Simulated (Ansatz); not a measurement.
**Bi in Ansatz: the effect of target pressure**

Crystal: Bi.

```xyz
2
Lattice="2.2675 1.3091 3.9380 -2.2675 1.3091 3.9380 0.0000 -2.6183 3.9380" Properties=species:S:1:pos:R:3 pbc="T T T"
Bi    0.0000    0.0000    9.0495
Bi    0.0000    0.0000    2.7645
```

Alike in all runs:

| Item | Value |
| --- | --- |
| Program | Ansatz 0.2.0 |
| Task | relaxation of cell and atoms |
| Functional | r2SCAN |
| Potentials or basis | Ansatz PAW |
| Cutoff | 500 eV (not typed: the program's choice for these potentials) |
| k mesh | 7 × 7 × 7 |
| Occupations | fermi-dirac, width 0.05 eV |
| Spin | no spin polarisation |

Each run relaxes the cell or the atoms first.

Problem. One run gave: relaxed volume 36.44 Å³/atom; gap on the mesh 0.15 eV. Which target pressure did it use?
A. 0 GPa
B. 5 GPa
C. 10 GPa
D. 20 GPa
E. 30 GPa

Solution. A.

| target pressure | relaxed volume (Å³/atom) | gap on the mesh (eV) |
| --- | --- | --- |
| 0 GPa | 36.44 | 0.15 |
| 2 GPa | 34.37 | 0.31 |
| 5 GPa | 32.39 | 0.45 |
| 10 GPa | 30.22 | 0.37 |
| 20 GPa | 27.45 | none |
| 30 GPa | 23.54 | none |

Caveats: the plane-wave basis is chosen anew once the cell has moved, so the energies of steps on either side of that aren't comparable; the PAW data sets come from PBE, with cores solved anew for the run's functional, which leaves a small shift of forces and pressure; odd divisions of the mesh miss points on the zone boundary, where band edges often lie, so the gap on the mesh can be too wide (some runs); spin-orbit coupling is left out, which as a rule narrows the gap of such compounds by several tenths of an eV (some runs); the volume moved by over 15 % at a fixed basis, so the end points are rough (some runs); spin-orbit coupling is left out, which moves the levels of the heavy elements (some runs).

A k mesh can miss the band edges.

A gap of «none» marks a metal or a gap under the smearing width.

Runs at the PBE level aren't shown here.
